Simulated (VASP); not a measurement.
A run of VASP 6.6.1 is set up as follows.

File INCAR:

```
PREC = Accurate
ENCUT = 520
EDIFF = 1E-7
ISMEAR = -1
SIGMA = 0.05
LREAL = F
LASPH = T
NELM = 100
ALGO = Normal
ISIF = 2
LWAVE = F
LCHARG = F
GGA = PE
NBANDS = 12
```

Contents of KPOINTS:

```
regular mesh
0
Gamma
  11 11 11
```

File POSCAR:

```
Ag
1.0
   -0.0062230000      2.0386280000      2.0672000000
    2.0149730000      0.0469460000      2.0140300000
    2.0855950000      2.0560800000     -0.0236760000
Ag
1
Direct
    0.0022060000      0.0285520000     -0.0104340000
```

Potentials or basis: VASP PAW PBE potentials, release 64 (Ag).

Launch:

```bash
$ cat potpaw_PBE.64/Ag/POTCAR > POTCAR
$ mpirun -np 1 vasp_std > vasp.out
```

Question: What does it give for the band gap on the k mesh?

Answer: None (metal or under the smearing width).

Question: Predict the pressure.

Answer: 4.7 GPa.

Stress tensor (GPa, compression positive):
```
 4.88 -1.82  1.48
-1.82  4.62 -0.88
 1.48 -0.88  4.53
```
